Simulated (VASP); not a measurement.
# Ce (Fm-3m) in VASP: further runs

One crystal, Ce, is run at these levels: r2SCAN; tasks: single point.

Program: VASP 6.6.1. These are calculated values, not measurements. Logs are shortened: lines on timing, memory, paths and dates and some standing lists are left out, and cuts for length are marked.

### 1 The crystal as given

It takes space group Fm-3m (No. 225, cubic). Conventional cell: a = 4.672 Å, b = 4.672 Å, c = 4.672 Å, α = 90.00°, β = 90.00°, γ = 90.00°. Ce (site symmetry m-3m) is surrounded by 12 Ce at 3.30 Å.

### 2 Single point, r2SCAN

Contents of POSCAR:

```
Ce
1.0
    0.0000000000      2.3362145984      2.3362145984
    2.3362145984      0.0000000000      2.3362145984
    2.3362145984      2.3362145984      0.0000000000
Ce
1
Direct
    0.0000000000      0.0000000000      0.0000000000
```

Contents of INCAR.step1:

```
SYSTEM = Ce
PREC = Accurate
ENCUT = 520
ISMEAR = -1
SIGMA = 0.08
LREAL = .FALSE.
LASPH = .TRUE.
NELM = 100
NBANDS = 12
GGA = PE
ALGO = Normal
EDIFF = 1E-4
LWAVE = .TRUE.
LCHARG = .FALSE.
```

Contents of INCAR.step2:

```
SYSTEM = Ce
PREC = Accurate
ENCUT = 520
EDIFF = 1E-7
ISMEAR = -1
SIGMA = 0.08
LREAL = .FALSE.
LASPH = .TRUE.
NELM = 100
ALGO = Normal
ISIF = 2
LWAVE = .FALSE.
LCHARG = .FALSE.
METAGGA = R2SCAN
LMIXTAU = .TRUE.
NBANDS = 12
ISTART = 1
```

Contents of KPOINTS:

```
Automatic mesh
0
G
  15 15 15
  0 0 0
```

Potentials or basis: VASP PAW PBE potentials, release 64 (Ce).

Command:

```sh
$ cat potpaw_PBE.64/Ce/POTCAR > POTCAR
$ cp INCAR.step1 INCAR
$ mpirun -np 1 vasp_std > vasp.out
$ cp INCAR.step2 INCAR
$ mpirun -np 1 vasp_std > vasp.out
```

OUTCAR:

```text
SYSTEM = Ce
   PREC = Accurate
   ENCUT = 520
   EDIFF = 1E-7
   ISMEAR = -1
   LREAL = .FALSE.
   LASPH = .TRUE.
   NELM = 100
   ISIF = 2
   METAGGA = R2SCAN
   ISTART = 1

 ion  position               nearest neighbor table
   1  0.000  0.000  0.000-

  LATTYP: Found a face centered cubic cell.
 ALAT       =     4.6724291968

  Lattice vectors:

 A1 = (   0.0000000000,   2.3362145984,   2.3362145984)
 A2 = (   2.3362145984,   0.0000000000,   2.3362145984)
 A3 = (   2.3362145984,   2.3362145984,   0.0000000000)

Analysis of symmetry for initial positions (statically):
=====================================================================
 Subroutine PRICEL returns:
 Original cell was already a primitive cell.

 Routine SETGRP: Setting up the symmetry group for a
 face centered cubic supercell.

 Subroutine GETGRP returns: Found 48 space group operations
 (whereof 48 operations were pure point group operations)
 out of a pool of 48 trial point group operations.

The static configuration has the point symmetry O_h .

Analysis of symmetry for dynamics (positions and initial velocities):
=====================================================================
 Subroutine PRICEL returns:
 Original cell was already a primitive cell.

 Routine SETGRP: Setting up the symmetry group for a
 face centered cubic supercell.

 Subroutine GETGRP returns: Found 48 space group operations
 (whereof 48 operations were pure point group operations)
 out of a pool of 48 trial point group operations.

The dynamic configuration has the point symmetry O_h .

 Subroutine INISYM returns: Found 48 space group operations
 (whereof 48 operations are pure point group operations),
 and found     1 'primitive' translations

----------------------------------------------------------------------------------------

                                     Primitive cell

  volume of cell :      25.5016

  direct lattice vectors                    reciprocal lattice vectors
     0.000000000  2.336214598  2.336214598    -0.214021435  0.214021435  0.214021435
     2.336214598  0.000000000  2.336214598     0.214021435 -0.214021435  0.214021435
     2.336214598  2.336214598  0.000000000     0.214021435  0.214021435 -0.214021435

  length of vectors
     3.303906370  3.303906370  3.303906370     0.370695999  0.370695999  0.370695999

  position of ions in fractional coordinates (direct lattice)
     0.000000000  0.000000000  0.000000000

  ion indices of the primitive-cell ions
   primitive index   ion index
                 1           1

----------------------------------------------------------------------------------------

 KPOINTS: Automatic mesh

Automatic generation of k-mesh.
 Grid dimensions read from file:
 generate k-points for:   15   15   15

 Generating k-lattice:

  Cartesian coordinates                     Fractional coordinates (reciprocal lattice)
    -0.014268096  0.014268096  0.014268096     0.066666667  0.000000000  0.000000000
     0.014268096 -0.014268096  0.014268096     0.000000000  0.066666667  0.000000000
     0.014268096  0.014268096 -0.014268096     0.000000000  0.000000000  0.066666667

  Length of vectors
     0.024713067  0.024713067  0.024713067

  Shift w.r.t. Gamma in fractional coordinates (k-lattice)
     0.000000000  0.000000000  0.000000000

 Subroutine IBZKPT returns following result:
 ===========================================

 Found    120 irreducible k-points:

 Following reciprocal coordinates:
            Coordinates               Weight
  0.000000  0.000000  0.000000      1.000000
  0.066667  0.000000  0.000000      8.000000
  0.133333  0.000000  0.000000      8.000000
  0.200000  0.000000  0.000000      8.000000
  0.266667  0.000000  0.000000      8.000000
  0.333333  0.000000  0.000000      8.000000
[... 16 lines left out ...]
  0.133333  0.133333  0.000000      6.000000
  0.200000  0.133333  0.000000     24.000000
 [... further k-points ...]
   k-points           NKPTS =    120   k-points in BZ     NKDIM =    120   number of bands    NBANDS=     12
   number of dos      NEDOS =    301   number of ions     NIONS =      1
   total plane-waves  NPLWV =  21952
   dimension x,y,z NGX =    28 NGY =   28 NGZ =   28
   dimension x,y,z NGXF=    56 NGYF=   56 NGZF=   56
   ions per type =               1
   NGX,Y,Z   is equivalent  to a cutoff of  14.09, 14.09, 14.09 a.u.
   NGXF,Y,Z  is equivalent  to a cutoff of  28.18, 28.18, 28.18 a.u.
 SYSTEM =  Ce
   PREC   = accura    normal or accurate (medium, high low for compatibility)
   ISTART =      1    job   : 0-new  1-cont  2-samecut
   ICHARG =      0    charge: 1-file 2-atom 10-const
   ISPIN  =      1    spin polarized calculation?
   LNONCOLLINEAR =      F non collinear calculations
   LSORBIT =      F    spin-orbit coupling
   LASPH  =      T    aspherical Exc in radial PAW
   ENCUT  =  520.0 eV  38.22 Ry    6.18 a.u.   6.14  6.14  6.14*2*pi/ulx,y,z
   NELM   =    100;   NELMIN=  2; NELMDL=  0     # of ELM steps
   EDIFF  = 0.1E-06   stopping-criterion for ELM
   LREAL  =      F    real-space projection
   EDIFFG = 0.1E-05   stopping-criterion for IOM
   NSW    =      0    number of steps for IOM
   IBRION =     -1    ionic relax: 0-MD 1-quasi-New 2-CG
   NFREE  =      0    steps in history (QN), initial steepest desc. (CG)
   ISIF   =      2    stress and relaxation
   ISYM   =      2    0-nonsym 1-usesym 2-fastsym
   POTIM  = 0.5000    time-step for ionic-motion
   TEBEG  =    0.0;   TEEND  =   0.0 temperature during run
   PSTRESS=    0.0 pullay stress
   NELECT =      12.0000    total number of electrons
   NUPDOWN=      -1.0000    fix difference up-down
   EMIN   =  10.00;   EMAX   =-10.00  energy-range for DOS
   EFERMI =   0.00;   METHOD = LEGACY
   ISMEAR =    -1;   SIGMA  =   0.08  broadening in eV -4-tet -1-fermi 0-gaus
   EFERMI_NEDOS =   21; number of points for ismear=-14 and -15
   IALGO  =     38    algorithm
   IMIX   =      4    mixing-type and parameters
     AMIX     =   0.40;   BMIX     =  1.00
     AMIX_MAG =   1.60;   BMIX_MAG =  1.00
  volume/ion in A,a.u.               =      25.50       172.09
  Fermi-wavevector in a.u.,A,eV,Ry     =   1.273344  2.406272 22.060564  1.621406
  Thomas-Fermi vector in A             =   2.406173
   LORBIT       =      0    0 simple, 1 ext, 2 COOP (PROOUT), +10 PAW based schemes
   METAGGA = R2SCAN    functional components
   LHFCALC =     F    Hartree Fock is set to
   AEXX    =    0.0000 exact exchange contribution
   IVDW    =     0    specifies the selected vdW correction
   LEPSILON=     F    determine dielectric tensor
   LRPA    =     F    only Hartree local field effects (RPA)
 non-spin polarized calculation
  energy-cutoff  :      520.00
  volume of cell :       25.50
 maximum number of plane-waves:       701
 NGX is ok and might be reduce to    28
   NGX = 13   NGY = 13   NGZ = 13

 number of electron      12.0000000 magnetization

 Free energy of the ion-electron system (eV)
  ---------------------------------------------------
  ext. energy  EPLUGINS =         0.00000000
  ---------------------------------------------------
  free energy    TOTEN  =       -30.85106955 eV

  energy without entropy =      -30.81366252  energy(sigma->0) =      -30.83236603

 E-fermi :  10.0170     XC(G=0): -12.3296

 val. band max:        9.9924152128   @ k =   0.3333   0.0000   0.0000
 cond. band min:      10.0763455714   @ k =   0.2667   0.0000   0.0000
 fundamental gap:      0.0839303586
 Fermi energy:        10.0169883451

 k-point     1 :       0.0000    0.0000    0.0000
  band No.  band energies     occupation
      1     -26.1878      2.00000
      2      -6.6664      2.00000
      3      -6.6664      2.00000
      4      -6.6664      2.00000
      5       7.1895      2.00000
      6       9.6541      1.97878
      7      10.4450      0.00945
      8      10.4450      0.00945
      9      10.4450      0.00945
     10      11.4322      0.00000
     11      11.4322      0.00000
     12      11.4322      0.00000

 k-point     2 :       0.0667    0.0000    0.0000
  band No.  band energies     occupation
      1     -26.1618      2.00000
      2      -6.8371      2.00000
      3      -6.6847      2.00000
      4      -6.6847      2.00000
      5       7.4097      2.00000
      6       9.5891      1.99053
      7      10.4235      0.01235
      8      10.4527      0.00859
      9      10.4527      0.00859
     10      11.2638      0.00000
     11      11.2638      0.00000
     12      11.4333      0.00000

 k-point     3 :       0.1333    0.0000    0.0000
  band No.  band energies     occupation
      1     -26.0880      2.00000
      2      -7.2978      2.00000
      3      -6.7358      2.00000
      4      -6.7358      2.00000
      5       7.9457      2.00000
      6       9.4813      1.99753
      7      10.3610      0.02676
      8      10.4764      0.00639
      9      10.4764      0.00639
     10      11.0670      0.00000
     11      11.0670      0.00000
     12      11.4364      0.00000

 k-point     4 :       0.2000    0.0000    0.0000
  band No.  band energies     occupation
      1     -25.9768      2.00000
      2      -7.9282      2.00000
      3      -6.8099      2.00000
      4      -6.8099      2.00000
      5       8.3228      2.00000
      6       9.6743      1.97280
      7      10.2679      0.08322
      8      10.5177      0.00382
      9      10.5178      0.00382
     10      10.9308      0.00002
     11      10.9308      0.00002
     12      11.4410      0.00000

 k-point     5 :       0.2667    0.0000    0.0000
  band No.  band energies     occupation
      1     -25.8447      2.00000
      2      -8.5979      2.00000
      3      -6.8931      2.00000
      4      -6.8931      2.00000
      5       8.2361      2.00000
      6      10.0763      0.64515
      7      10.2886      0.06492
      8      10.5764      0.00183
      9      10.5765      0.00183
     10      10.8520      0.00006
     11      10.8520      0.00006
     12      11.4463      0.00000
[... 228 lines left out ...]
      1     -26.0336      2.00000
      2      -7.5506      2.00000
      3      -6.8908      2.00000
      4      -6.7241      2.00000
      5       8.3093      2.00000
      6       9.4082      1.99901
      7      10.2862      0.06682
      8      10.4784      0.00623
      9      10.5330      0.00316
     10      10.9748      0.00001
     11      11.0350      0.00001
     12      11.4011      0.00000

 k-point    22 :      -0.0667    0.0667    0.0000
  band No.  band energies     occupation
      1     -26.1200      2.00000
      2      -7.0666      2.00000
      3      -6.7798      2.00000
      4      -6.6855      2.00000
      5       7.7473      2.00000
      6       9.4935      1.99712
      7      10.3758      0.02231
      8      10.4562      0.00822
      9      10.4862      0.00566
     10      11.1315      0.00000
     11      11.1539      0.00000
     12      11.4127      0.00000

 k-point    23 :       0.1333    0.1333    0.0000
  band No.  band energies     occupation
      1     -26.0549      2.00000
      2      -7.2714      2.00000
      3      -6.8755      2.00000
      4      -6.8755      2.00000
      5       8.2418      2.00000
      6       9.2747      1.99981
      7      10.2563      0.09559
      8      10.5239      0.00353
      9      10.5239      0.00353
     10      11.0873      0.00000
     11      11.0873      0.00000
     12      11.2795      0.00000

 k-point    24 :       0.2000    0.1333    0.0000
  band No.  band energies     occupation
      1     -25.9721      2.00000
      2      -7.6819      2.00000
      3      -6.9765      2.00000
      4      -6.9480      2.00000
      5       8.6980      2.00000
      6       9.1280      1.99997
      7      10.1742      0.24590
      8      10.5676      0.00205
      9      10.5693      0.00201
     10      11.0001      0.00001
     11      11.0020      0.00001
     12      11.2445      0.00000

 [... further k-points ...]
[... 5 lines left out ...]
  --------------------------------------------------------------------------------------
  -------------------------------------------------------------------------------------
  Total       -0.0620050     -0.0620050     -0.0620050      0.0000000      0.0000000      0.0000000
  in kB       -3.8955502     -3.8955502     -3.8955502      0.0000000      0.0000000      0.0000000
  external PRESSURE =      -3.8955502 kB  Pullay stress =       0.0000000 kB

 VOLUME and BASIS-vectors are now :
 -----------------------------------------------------------------------------
  energy-cutoff  :      520.00
  volume of cell :       25.50
      direct lattice vectors                 reciprocal lattice vectors
     0.000000000  2.336214598  2.336214598    -0.214021435  0.214021435  0.214021435
     2.336214598  0.000000000  2.336214598     0.214021435 -0.214021435  0.214021435
     2.336214598  2.336214598  0.000000000     0.214021435  0.214021435 -0.214021435

 POSITION                                       TOTAL-FORCE (eV/Angst)
 -----------------------------------------------------------------------------------
      0.00000      0.00000      0.00000        -0.000000      0.000000     -0.000000
 -----------------------------------------------------------------------------------
    total drift:                                0.000000     -0.000000     -0.000000

  FREE ENERGIE OF THE ION-ELECTRON SYSTEM (eV)
  ---------------------------------------------------
  free  energy   TOTEN  =       -30.8510695464 eV

  energy  without entropy=      -30.8136625162  energy(sigma->0) =      -30.83236603
```

Wall time 3.5 min (1 thread of AMD EPYC 7R13 (Zen 3), shared host); peak memory 0.18 GiB.

What came out:

| Item | Value |
| --- | --- |
| Free energy | -30.8511 eV |
| Pressure | -0.4 GPa |
| Band gap on the k mesh | none (metal or under the smearing width) |

Caveat: the PAW data sets were made with another functional, which shifts forces and pressure a little.

### 3 Single point, r2SCAN (volume scaled by 1.04)

Contents of POSCAR:

```
Ce
1.0
    0.0000000000      2.3669577897      2.3669577897
    2.3669577897      0.0000000000      2.3669577897
    2.3669577897      2.3669577897      0.0000000000
Ce
1
Direct
    0.0000000000      0.0000000000      0.0000000000
```

INCAR.step1 is that of step 2.

INCAR.step2: that of step 2 with these lines changed.

```diff
@@ -12,5 +12,7 @@
 LWAVE = .FALSE.
-LCHARG = .FALSE.
+LCHARG = .TRUE.
 METAGGA = R2SCAN
 LMIXTAU = .TRUE.
+LELF = .TRUE.
+LVHAR = .TRUE.
 NBANDS = 12
```

Contents of KPOINTS:

```
regular mesh
0
G
  15 15 15
  0 0 0
```

Potentials or basis: VASP PAW PBE potentials, release 64 (Ce).

Command:

```sh
$ cat potpaw_PBE.64/Ce/POTCAR > POTCAR
$ cp INCAR.step1 INCAR
$ mpirun -np 1 vasp_std > vasp.out
$ cp INCAR.step2 INCAR
$ mpirun -np 1 vasp_std > vasp.out
```

It took 3.6 min on 1 thread of AMD EPYC 7R13 (Zen 3), shared host; peak memory 0.17 GiB.

It converged, with:

```
Free energy            : -30.8460 eV
Pressure               : -1.8 GPa
Band gap on the k mesh : none (metal or under the smearing width)
```

Levels at points of the mesh, in eV from the Fermi level:
| k point | band 3 | band 4 | band 5 | band 6 | band 7 | band 8 | band 9 | band 10 |
| --- | --- | --- | --- | --- | --- | --- | --- | --- |
| (0.00, 0.00, 0.00) | -16.81 | -16.81 | -2.95 | -0.31 | 0.42 | 0.42 | 0.42 | 1.35 |

Caveat: the PAW data sets were made with another functional, which shifts forces and pressure a little.
